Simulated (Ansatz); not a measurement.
TaN films: biaxial stress and wafer bow

Plane-wave DFT in Ansatz, PBE, scalar-relativistic PAW potentials, cutoff 420 eV, no spin-orbit coupling; no spin polarisation. TaN in space group P6_3/mmc, which needn't be the usual phase of this composition, strained equally along a and b of the conventional cell, with c and the atoms relaxed within the symmetry (a film with c along the normal). Stress is the in-plane mean, tension positive.

| strain (%) | stress (GPa) | E − E(0) (meV/atom) |
| --- | --- | --- |
| -6.0 | -59.02 | 215.1 |
| -4.0 | -36.08 | 91.0 |
| -2.0 | ? | 21.6 |
| +0.0 | 0.00 | 0.0 |
| +2.0 | 13.55 | 19.4 |
| +4.0 | 24.15 | 72.8 |
| +6.0 | 31.34 | 151.4 |

**Question.** Fit the stress, get the biaxial modulus and predict the missing row.

**Answer.** A parabola through the given rows is σ = 0.09 + 7.529 ε -0.3854 ε² GPa (ε in %), so M = dσ/dε = 753 GPa at zero. It predicts -16.51 GPa at -2.0 %; the run gave -16.54 GPa. The miss is 0.03 GPa, so the fit holds. The negative square term means that the film is stiffer in compression than in tension. The energies check it: E/V = Mε² at small strain, and a cubic fit with V = 10.90 Å³/atom gives M = 748 GPa, in agreement.

**Question.** How much does a 50 nm film at -0.3 % strain bow a 300 mm Si(001) wafer 775 μm thick?

**Answer.** The fit, without its small constant, gives σ = -2.29 GPa. Stoney's formula, κ = 6σt_f/(M_s t_s²) with M_s = 180.5 GPa for Si(001) (literature), gives |κ| = 6.34×10⁻³ m⁻¹ and a bow κr²/2 = 71.3 μm at r = 150 mm, with the film side convex (compression pushes the centre up). This assumes a single-crystal or fully textured, unrelaxed film at 0 K.

The cell has no gap in any row, so the stresses hang on mesh and smearing.

Cost: about 6.2 core-minutes for the runs cited.